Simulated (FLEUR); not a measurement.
LiF (Griceite):

```xyz
2
Lattice="0.0000 2.0140 2.0140 2.0140 0.0000 2.0140 2.0140 2.0140 0.0000" Properties=species:S:1:pos:R:3 pbc="T T T"
F     2.0140    2.0140    2.0140
Li    0.0000    0.0000    0.0000
```

Base run:

```yaml
Program: FLEUR MaX-R8.1 (later development tree)
Functional: PBEsol
Potentials_or_basis: all-electron
Basis: FLAPW
Kmax: 4.21 1/bohr
k_mesh: 11 × 11 × 11
Occupations: fermi-dirac, width 0.05 eV
Spin: no spin polarisation
```

Its results: band gap on the k mesh 8.89 eV, direct.

The run is repeated on the same cell with these changes: functional from PBEsol to PBE. What comes out?

Band gap on the k mesh 9.05 eV, direct.

Caveats: an odd mesh through Γ misses points on the zone boundary, where band edges often lie.

Not every run made on this cell is shown here.
